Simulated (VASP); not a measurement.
# BN: relaxation of cell and atoms with rev-vdW-DF2

Slab: BN, a slab with vacuum.

```
CELL_PARAMETERS angstrom
2.50959 0.00000 0.00000
-1.25479 2.17336 0.00000
0.00000 0.00000 24.63570
ATOMIC_POSITIONS crystal
B 0.66667 0.33333 0.36537
B 0.33333 0.66667 0.50000
B 0.66667 0.33333 0.63463
N 0.33333 0.66667 0.36530
N 0.66667 0.33333 0.50000
N 0.33333 0.66667 0.63470
```

- Program: VASP 6.6.1
- Task: relaxation of cell and atoms
- Functional: rev-vdW-DF2
- Potentials or basis: VASP PAW PBE potentials, release 64 (B, N)
- Cutoff: 600 eV
- k mesh: 15 × 15 × 1
- Occupations: gaussian, width 0.03 eV
- Spin: no spin polarisation
- Further INCAR settings: ALGO = Normal; EDIFF = 1e-07; IBRION = 2; EDIFFG = -0.005; NSW = 90; ISIF = 3

- Energy gained by relaxing: 0.1 meV/atom
- Ionic steps: 22
- Largest force after relaxing: 0.004 eV/Å
- Band gap on the k mesh: 4.34 eV, indirect (least direct gap 4.66 eV)

Forces on the atoms (eV/Å):
```
B    0.000  0.000  0.004
B    0.000  0.000  0.000
B    0.000  0.000 -0.004
N    0.000  0.000 -0.004
N    0.000  0.000  0.000
N    0.000  0.000  0.004
```

The path:
```
step  energy change (eV)  largest force (eV/Å)  pressure (GPa)  volume (Å³)
   1              0.0000                0.0078           -0.06       134.37
   2              0.0000                0.0065           -0.10       134.41
   3              0.0000                0.0059           -0.09       134.40
   4              0.0000                0.0069           -0.08       134.39
   5              0.0000                0.0110           -0.07       134.38
   6             -0.0001                0.0190           -0.06       134.37
   7             -0.0001                0.0351           -0.02       134.33
   8             -0.0001                0.0279           -0.03       134.35
   9             -0.0001                0.0279           -0.03       134.35
  10             -0.0001                0.0279           -0.04       134.35
  11             -0.0001                0.0278           -0.04       134.35
  12             -0.0001                0.0279           -0.04       134.36
  13             -0.0001                0.0279           -0.05       134.37
  14             -0.0002                0.0277           -0.07       134.39
  15             -0.0003                0.0275           -0.11       134.43
  16             -0.0003                0.0275           -0.18       134.52
  17             -0.0003                0.0269           -0.14       134.47
  18             -0.0004                0.0211           -0.11       134.44
  19             -0.0004                0.0075           -0.03       134.37
  20             -0.0004                0.0062           -0.02       134.37
  21             -0.0004                0.0066           -0.03       134.37
  22             -0.0004                0.0041           -0.04       134.38
```

Final structure:
```
B N
1.0
     2.50967    0.00000    0.00000
    -1.25483    2.17343    0.00000
     0.00000    0.00000   24.63570
B N
3 3
Direct
  0.66667 0.33333 0.36686
  0.33333 0.66667 0.50000
  0.66667 0.33333 0.63314
  0.33333 0.66667 0.36680
  0.66667 0.33333 0.50000
  0.33333 0.66667 0.63320
```

Levels at points of the mesh, in eV from the valence-band top:
| k point | band 9 | band 10 | band 11 | band 12 | band 13 | band 14 | band 15 | band 16 |
| --- | --- | --- | --- | --- | --- | --- | --- | --- |
| (0.00, 0.00, 0.00) | -1.36 | -1.36 | -1.35 | -1.35 | 4.56 | 4.81 | 5.78 | 6.50 |

It took 22 min on 2 MPI ranks on Intel(R) Xeon(R) 6975P-C (Granite Rapids) (shared host), peak memory 0.68 GiB a rank.

Caveat: the PAW data sets were made with another functional, which shifts forces and pressure a little.
